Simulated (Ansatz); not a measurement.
**LiH (rocksalt): gap against strain (epitaxial in the xy plane)**

LiH in the rocksalt structure, relaxed with r2SCAN in the PAW code Ansatz, then strained (epitaxial in the xy plane; changes of length per length, axes as in the cell below) with the atoms relaxed again within the symmetry that is left. The symmetry is Fm-3m (No. 225, cubic); conventional cell a = 4.006 Å, 8.04 Å³ an atom. Li has 6 H at 2.00 Å; H has 6 Li at 2.00 Å. The values are computed, spin-unpolarised, and not measurements.

```
Li H
1.0
     0.00000    2.00299    2.00299
     2.00299    0.00000    2.00299
     2.00299    2.00299    0.00000
Li H
1 1
Direct
  0.00000 0.00000 0.00000
  0.50000 0.50000 0.50000
```

Gaps are the least over each mesh (PBE 10×10×10, r2SCAN 10×10×10, HSE06 8×8×8 when unstrained) and the special points, which keep their unstrained names; stress is the change from the unstrained cell, compression positive.

| strain (%) | free normal strain (%) | gap, PBE (eV) | gap, r2SCAN (eV) | gap, HSE06 (eV) | edges, HSE06 | in-plane stress, r2SCAN (GPa) | energy rise, r2SCAN (meV/atom) |
| --- | --- | --- | --- | --- | --- | --- | --- |
| 0.0 | 0.00 | 2.984 | 3.630 | 3.971 | X | 0.00 | 0.0 |
| +1.0 | -0.32 | 2.872 | 3.512 | 3.847 | X → X | -0.87 | 0.5 |
| +1.5 | -0.48 | 2.818 | 3.455 | 3.788 | X → X | -1.27 | 1.0 |
| +5.81 | -1.81 | 2.399 | 3.014 | 3.326 | X → X | -3.94 | 13.2 |
| +5.98 | -1.89 | 2.382 | 2.996 | 3.307 | X → X | -4.02 | 13.9 |

Q: Estimate the row for a strain of -5.0 %.

A:

| strain (%) | free normal strain (%) | gap, PBE (eV) | gap, r2SCAN (eV) | gap, HSE06 (eV) | edges, HSE06 | in-plane stress, r2SCAN (GPa) | energy rise, r2SCAN (meV/atom) |
| --- | --- | --- | --- | --- | --- | --- | --- |
| -5.0 | +1.41 | 2.145 | 2.776 | 3.104 | X → X | +6.00 | 13.4 |

With HSE06 the edges change from X → X (indirect) to X (direct) between -5.0 and 0.0 %. With HSE06 the edges change from X (direct) to X → X (indirect) between 0.0 and +1.0 %. With r2SCAN the edges change from X → X (indirect) to X (direct) between -5.0 and 0.0 %. With r2SCAN the edges change from X (direct) to X → X (indirect) between 0.0 and +1.0 %. With PBE the edges change from X → X (indirect) to X (direct) between -5.0 and 0.0 %. With PBE the edges change from X (direct) to X → X (indirect) between 0.0 and +1.0 %.

The meshes of the hybrids are coarse, so their gaps aren't converged to the digits shown.
